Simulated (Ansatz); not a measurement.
# Ag (Im-3m) in Ansatz: convergence with k mesh

Aim: find how far k mesh must go before the results for Ag settle, at PBEsol. This setting moves, with any that are tied to it; all else stays.

Everything below comes from runs of Ansatz 0.2.0. Logs are shortened: lines on timing, memory, paths and dates and some standing lists are left out, and cuts for length are marked.

## (1) The structure

It takes space group Im-3m (No. 229, cubic). The conventional cell has a = 3.311 Å, b = 3.311 Å, c = 3.311 Å, α = 90.00°, β = 90.00°, γ = 90.00°. Ag (site symmetry m-3m) is surrounded by 8 Ag at 2.87 Å.

This isn't the form of Ag at room conditions, which is fcc.

## (2) With k mesh 2 × 2 × 2

input.yaml

```yaml
crystal:
  lattice:
    - [-1.655654, 1.655654, 1.655654]
    - [1.655654, -1.655654, 1.655654]
    - [1.655654, 1.655654, -1.655654]
  atoms:
    - { symbol: Ag, position: [0.0, 0.0, 0.0] }
kpoints:
  mp_grid: { grid: [2, 2, 2] }
scf:
  occupations: { method: fermi_dirac, width: 0.05 }
hamiltonian:
  xc: pbesol
  pseudopotentials: { kind: all_electron, lapw: { basis_error: 0.001 } }
output:
  forces: true
  stress: true
  eigenvalues: true
```

Potentials or basis: all-electron LAPW, scalar-relativistic.

Command:

```
> ansatz run input.yaml --threads 1 --pin off --max-ram 3072MiB --backend cpu --events-out ev --progress --plain --runs-dir out
```

Output:

```text
Warning: RAYON_NUM_THREADS=1 ignored (pool sized by the plan → 1); use --threads N
LAPW: plane waves up to 8.011 Å⁻¹, error target 1.0e-3 eV per atom; small_component_spin mean_spin; Ag in spheres of 1.434 Å, 19 of its electrons in bands, Dirac shells [] (how accurate: hamiltonian.pseudopotentials.lapw.basis_error, Limitations)
Engine: ansatz 0.2.0, x86_64-unknown-linux-gnu
Pseudopotentials: kind: all_electron
Pseudopotential: Ag, LAPW, valence charge 19, lapw/all_electron/scalar/gaussian/Ag, Koelling and Harmon's equation, gaussian nucleus
Functional definition: PBEsol
  exchange = pbesol_x
  correlation = pbesol_c
Crystal: 1 atoms, lattice volume = 18.154 Å³
Basis set: ecut = 244.5024357916214 eV, 141 PW (Γ), exchange–correlation at level 2
Bands: 14, of which v1, the nominal top of the filled ones, is band 10 counted from 1 (9 counted from 0)
Symmetry: 48 space group operations
Space group: Im-3m (ITA 229), of the structure as read, at distance tolerance 2.6e-5 Å
k-points: 3 of 8
Non-local potential: Ag, projectors of the file, none
Initial density: superposition of atomic densities (chi_scale 0.1, normalization cell)
Initial wavefunctions: plane waves of lowest kinetic energy (no species holds an atomic orbital)
Functional: x = pbesol(κ = 0.804, μ = 0.12345679012345678), c = pbesol(β = 0.046)
iter 1 solved again at ethr=2.29e-4 eV; its pass at ethr=1.00e-1 eV (dr2=4.35e-2 eV) is discarded
SCF iter   1: F=—  HF=-144586.013493 eV  |F-HF|=—  |Δ(HF+E_count)|=         —  Δρ=1.82e-2  dr2=4.39e-2  ethr=2.29e-4  ⟨swp⟩=3.0  Hψ=303  notcnv=0
preconditioner: auto → none  [insulator: Δε(μ)=4.236 eV  Ē_g=15.797 eV  σ=0.050 eV  W_gap=0.50  n_scr=12 (ndim 8)  ℏωp=28.9 eV  f_vac=0.000  D(μ)=7.50/eV (n_scr^D=200)  ε∞_Penn≈4.3]
iter 2 solved again at ethr=1.04e-5 eV; its pass at ethr=2.29e-4 eV (dr2=1.98e-3 eV) is discarded
SCF iter   2: F=—  HF=-144585.901611 eV  |F-HF|=—  |Δ(HF+E_count)|=   1.12e-1  Δρ=3.81e-3  dr2=1.98e-3  ethr=1.04e-5  ⟨swp⟩=2.0  Hψ=212  notcnv=0
SCF iter   3: F=—  HF=-144585.884892 eV  |F-HF|=—  |Δ(HF+E_count)|=   1.67e-2  Δρ=3.74e-3  dr2=1.86e-3  ethr=1.04e-5  ⟨swp⟩=2.3  Hψ=116  notcnv=0
SCF iter   4: F=—  HF=-144585.883905 eV  |F-HF|=—  |Δ(HF+E_count)|=   9.87e-4  Δρ=7.31e-4  dr2=7.01e-5  ethr=9.80e-6  ⟨swp⟩=2.0  Hψ=113  notcnv=0
SCF iter   5: F=—  HF=-144585.883905 eV  |F-HF|=—  |Δ(HF+E_count)|=   1.57e-7  Δρ=6.98e-5  dr2=6.01e-7  ethr=3.69e-7  ⟨swp⟩=2.0  Hψ=113  notcnv=0
SCF iter   6: F=-144585.883906 eV  HF=-144585.883906 eV  |F-HF|=1.28e-9  |Δ(HF+E_count)|=   7.29e-7  Δρ=3.03e-6  dr2=1.00e-9  ethr=3.17e-9  ⟨swp⟩=2.0  Hψ=113  notcnv=0
SCF 1 converged in 6 iterations: F = -144585.883906 eV  dr2 = 1.00e-9
SCF converged after 6 iterations
Free energy (F): -144585.883906 eV
Harris-Foulkes:  -144585.883906 eV  (|F-HF|=1.28e-9)
Internal energy: -144585.831920 eV  (E = F + TS)
E sigma→0 (E₀):  -144585.857913 eV
Entropy (-TS):   -0.051986 eV (-51.986 meV/atom)
Fermi energy:    17.159553 eV
--- Per-component energies (eV) ---
  E_band       = -226.703733
  E_kinetic    = 151166.172139
  E_xc         = -3997.571772
  E_electrostatic = -291754.432287  (all electrons and nuclei)
  E_smearing   = -0.051986  (= −TS)
  E_closure    = 0.000000  (closes the sum)
  E_atoms      = -144584.709470  (free atoms, spherical and without spin; not in F)
  Σ components = -144585.883906   (vs F -144585.883906, Δ=0.00e0)
  Basis errors (estimates in eV, not in F): energy 2.7e-4 per atom: plane waves 2.5e-4 (1.3e-4 summed), levels above the bands 3.6e-113, relativity 1.9e-8, radial functions 1.9e-5, core shells 6.0e-7; eigenvalues (radial functions only) 6.3e-6; not estimated: angular momenta, meshes, grids; target (lapw.basis_error) 1.0e-3; muffin-tin radii Ag 1.434 Å
--- Forces (eV/Å), atoms counted from 1 ---
  atom   1  Ag    -0.00000000     0.00000000     0.00000000
  max |Σ_I F_I| component: 1.00e-30 eV/Å
--- Stress (GPa, compression-positive) ---
       13.093524       0.000000       0.000000
        0.000000      13.093524       0.000000
        0.000000       0.000000      13.093524
  P = ⅓ Tr σ = 13.0935 GPa (130.935 kbar)
--- Band table (eV) ---
  k-point 0: bands = ["-74.1790", "-37.6354", "-37.6354", "-37.6354", "9.7669", "12.7221", "12.7221", "12.7221", "13.9704", "13.9704", "34.6725", "34.6725", "34.6725", "40.2422"]
  k-point 1: bands = ["-74.1646", "-37.7714", "-37.6854", "-37.6338", "11.2929", "11.9920", "13.9114", "14.0840", "14.8951", "17.1596", "21.0528", "30.1507", "31.0450", "36.3237"]
  k-point 2: bands = ["-74.1529", "-37.7399", "-37.7399", "-37.7399", "11.3804", "11.3804", "14.6693", "14.6693", "14.6693", "23.8257", "23.8257", "23.8257", "29.1457", "30.1642"]
```

It took 1.7 s on 1 thread of Intel Xeon at 2.50GHz (Skylake/Cascade Lake), shared host; peak memory 0.23 GiB.

Results:

- Free energy: -144585.8839 eV
- Pressure: 13.1 GPa
- Band gap on the k mesh: none (metal or under the smearing width)

## (3) With k mesh 4 × 4 × 4

Edit input.yaml of step 2 so:

```diff
@@ -8,3 +8,3 @@
 kpoints:
-  mp_grid: { grid: [2, 2, 2] }
+  mp_grid: { grid: [4, 4, 4] }
 scf:
```

Potentials or basis: all-electron LAPW, scalar-relativistic.

Command:

```
> ansatz run input.yaml --threads 1 --pin off --max-ram 3072MiB --backend cpu --events-out ev --progress --plain --runs-dir out
```

Wall time 3 s (1 thread of Intel Xeon at 2.50GHz (Skylake/Cascade Lake), shared host); peak memory 0.24 GiB.

Results:

- Free energy: -144587.6716 eV
- Pressure: -8.1 GPa
- Band gap on the k mesh: none (metal or under the smearing width)

## (4) With k mesh 6 × 6 × 6

Edit input.yaml of step 3 so:

```diff
@@ -8,3 +8,3 @@
 kpoints:
-  mp_grid: { grid: [4, 4, 4] }
+  mp_grid: { grid: [6, 6, 6] }
 scf:
```

Command:

```
> ansatz run input.yaml --threads 1 --pin off --max-ram 3072MiB --backend cpu --events-out ev --progress --plain --runs-dir out
```

Run time: 3.5 s. Hardware: 1 thread of Intel Xeon at 2.50GHz (Skylake/Cascade Lake), shared host; peak memory 0.24 GiB.

What came out:

```yaml
Free_energy: -144587.8541 eV
Pressure: -7.2 GPa
Band_gap_on_the_k_mesh: none (metal or under the smearing width)
```

## (5) With k mesh 7 × 7 × 7

Edit input.yaml of step 4 so:

```diff
@@ -8,3 +8,3 @@
 kpoints:
-  mp_grid: { grid: [6, 6, 6] }
+  mp_grid: { grid: [7, 7, 7] }
 scf:
```

Command:

```
> ansatz run input.yaml --threads 1 --pin off --max-ram 3072MiB --backend cpu --events-out ev --progress --plain --runs-dir out
```

It took 3.2 s on 1 thread of Intel Xeon at 2.50GHz (Skylake/Cascade Lake), shared host; peak memory 0.25 GiB.

Results:

- Free energy: -144587.9534 eV
- Pressure: -7.2 GPa
- Band gap on the k mesh: none (metal or under the smearing width)

## (6) With k mesh 9 × 9 × 9

Edit input.yaml of step 5 so:

```diff
@@ -8,3 +8,3 @@
 kpoints:
-  mp_grid: { grid: [7, 7, 7] }
+  mp_grid: { grid: [9, 9, 9] }
 scf:
```

Potentials or basis: all-electron LAPW, scalar-relativistic.

Command:

```
> ansatz run input.yaml --threads 1 --pin off --max-ram 3072MiB --backend cpu --events-out ev --progress --plain --runs-dir out
```

Wall time 6.5 s (1 thread of Intel Xeon at 2.50GHz (Skylake/Cascade Lake), shared host); peak memory 0.26 GiB.

Results:

```
Free energy            : -144587.9512 eV
Pressure               : -7.3 GPa
Band gap on the k mesh : none (metal or under the smearing width)
```

## (7) With k mesh 11 × 11 × 11

Edit input.yaml of step 6 so:

```diff
@@ -8,3 +8,3 @@
 kpoints:
-  mp_grid: { grid: [9, 9, 9] }
+  mp_grid: { grid: [11, 11, 11] }
 scf:
```

Command:

```
> ansatz run input.yaml --threads 1 --pin off --max-ram 3072MiB --backend cpu --events-out ev --progress --plain --runs-dir out
```

It took 7.9 s on 1 thread of Intel Xeon at 2.50GHz (Skylake/Cascade Lake), shared host; peak memory 0.27 GiB.

What came out:

| Property | Result |
| --- | --- |
| Free energy | -144587.9488 eV |
| Pressure | -7.3 GPa |
| Band gap on the k mesh | none (metal or under the smearing width) |

## (8) With k mesh 13 × 13 × 13

Edit input.yaml of step 7 so:

```diff
@@ -8,3 +8,3 @@
 kpoints:
-  mp_grid: { grid: [11, 11, 11] }
+  mp_grid: { grid: [13, 13, 13] }
 scf:
```

Command:

```
> ansatz run input.yaml --threads 1 --pin off --max-ram 3072MiB --backend cpu --events-out ev --progress --plain --runs-dir out
```

It took 12 s on 1 thread of Intel Xeon at 2.50GHz (Skylake/Cascade Lake), shared host; peak memory 0.29 GiB.

Results (log left out):

| Item | Value |
| --- | --- |
| Free energy | -144587.9449 eV |
| Pressure | -7.3 GPa |
| Band gap on the k mesh | none (metal or under the smearing width) |

## (9) With k mesh 16 × 16 × 16

Edit input.yaml of step 8 so:

```diff
@@ -8,3 +8,3 @@
 kpoints:
-  mp_grid: { grid: [13, 13, 13] }
+  mp_grid: { grid: [16, 16, 16] }
 scf:
```

Potentials or basis: all-electron LAPW, scalar-relativistic.

Command:

```
> ansatz run input.yaml --threads 1 --pin off --max-ram 3072MiB --backend cpu --events-out ev --progress --plain --runs-dir out
```

Wall time 19 s (1 thread of Intel Xeon at 2.50GHz (Skylake/Cascade Lake), shared host); peak memory 0.34 GiB.

Results (log left out):

| Item | Value |
| --- | --- |
| Free energy | -144587.9345 eV |
| Pressure | -7.1 GPa |
| Band gap on the k mesh | none (metal or under the smearing width) |

## (10) Summary

```tsv
k mesh	energy less the tightest run, at zero smearing (meV/atom)	pressure (GPa)	SCF cycles	CPU time (s)	peak memory (GiB)
2 × 2 × 2	2074.56	13.09	6	1.7	0.23
4 × 4 × 4	273.74	-8.05	7	2.9	0.24
6 × 6 × 6	85.73	-7.23	6	3.5	0.24
7 × 7 × 7	-18.95	-7.24	6	3.2	0.25
9 × 9 × 9	-16.48	-7.25	6	6.5	0.26
11 × 11 × 11	-14.62	-7.29	6	7.8	0.27
13 × 13 × 13	-10.79	-7.34	6	12	0.29
16 × 16 × 16	0.00	-7.13	8	19	0.34
```

Not settled before the last step: the energy (to 1 meV/atom), the pressure (to 0.1 GPa). Meshes of other sizes hit other points, so gaps and Fermi surfaces needn't settle smoothly. The tightest run that finished is the yardstick and may itself not be fully converged.
